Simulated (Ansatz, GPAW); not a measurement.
**CdF2: the functional in 2 programs**

It takes space group Fm-3m (No. 225, cubic). The conventional cell has a = 5.388 Å, b = 5.388 Å, c = 5.388 Å, α = 90.00°, β = 90.00°, γ = 90.00°. Around Cd (site symmetry m-3m) lie 8 F at 2.33 Å. F (site symmetry -43m) has 4 Cd at 2.33 Å as nearest neighbours.

Kept alike: task band structure; k mesh 9 × 9 × 9; occupations fermi-dirac, width 0.05 eV; no spin polarisation. The mesh is that of the run's cell of 3 atoms. No spin-orbit coupling.

- A: GPAW; the program's PAW data sets (release 1.2.1) made for this functional (LDA); GPAW PAW data sets (gpaw-data 1.2.1) (PBE); PAW data sets generated for this functional (PBEsol), cutoff 800 eV
- B: Ansatz, all-electron LAPW, scalar-relativistic

| functional | A: pressure (GPa) | B: pressure (GPa) |
| --- | --- | --- |
| LDA | -7.56 | -5.67 |
| PBE | 3.58 | 5.43 |
| PBEsol | -2.11 | -0.24 |

Pressure is positive in compression; plane-wave values hold the error of the finite cutoff.

**Question.** How large is the effect of the functional, and do the programs agree on it?

**Answer.** From LDA to PBE the pressure moves by +11.14 in A, +11.10 in B (GPa). Row by row the programs differ by 1.85 to 1.89, and over this span the shifts, as printed, agree within 1 %. Shifts from LDA: PBE +11.14, +11.10; PBEsol +5.45, +5.43; the programs' shifts differ by up to 0.04.
